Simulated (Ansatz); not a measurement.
**PbF2 (Fluorocronite) under changes of volume**

One of the cells (17.354 Å³/atom); the others are scaled copies at fixed shape and fractional positions:

```
Pb F
1.0
     0.00000    2.96366    2.96366
     2.96366    0.00000    2.96366
     2.96366    2.96366    0.00000
Pb F
1 2
Cartesian
  0.0000 0.0000 0.0000
  4.4455 4.4455 4.4455
  1.4818 1.4818 1.4818
```

* Program: Ansatz 0.2.0
* Functional: LDA
* Potentials or basis: all-electron LAPW, scalar-relativistic
* Cutoff: 240 eV (chosen from the basis error)
* Basis error allowed: 0.002 eV/atom
* k mesh: 8 × 8 × 8
* Occupations: fermi-dirac, width 0.05 eV
* Spin: no spin polarisation

```tsv
volume (Å³/atom)	energy over the lowest point (meV/atom)	pressure (GPa)	gap on the mesh (eV)
16.313	0.00	0.3	4.23
16.660	1.41	-1.5	4.24
17.007	6.46	-3.1	4.25
17.354	14.71	-4.5	4.25
17.701	25.77	-5.7	4.25
18.048	39.38	-6.8	4.25
18.395	?	?	?
```

Q: What does the run at 18.395 Å³/atom give?

A: Energy over the lowest point 55.20 meV/atom; pressure -7.8 GPa; gap on the mesh 4.23 eV.

Worked out: A Birch-Murnaghan fit of order 3 (a polynomial in V^(-2/3)) to the other rows has its minimum at 16.36 Å³/atom with B0 = V·E''(V) = 87 GPa and B' = 4.7. It gives 55.19 meV/atom at 18.395 Å³/atom, against the run's 55.20, and -dE/dV = -7.8 GPa, against -7.8. A straight line through the other rows of the gap, of slope 0.185 eV per unit of ln V, extrapolates to 4.26 eV, against the run's 4.23.

Energies are extrapolated to zero smearing.

Caveats: spin-orbit coupling is left out, which as a rule narrows the gap of such compounds by several tenths of an eV.

A mesh can miss the band edges.
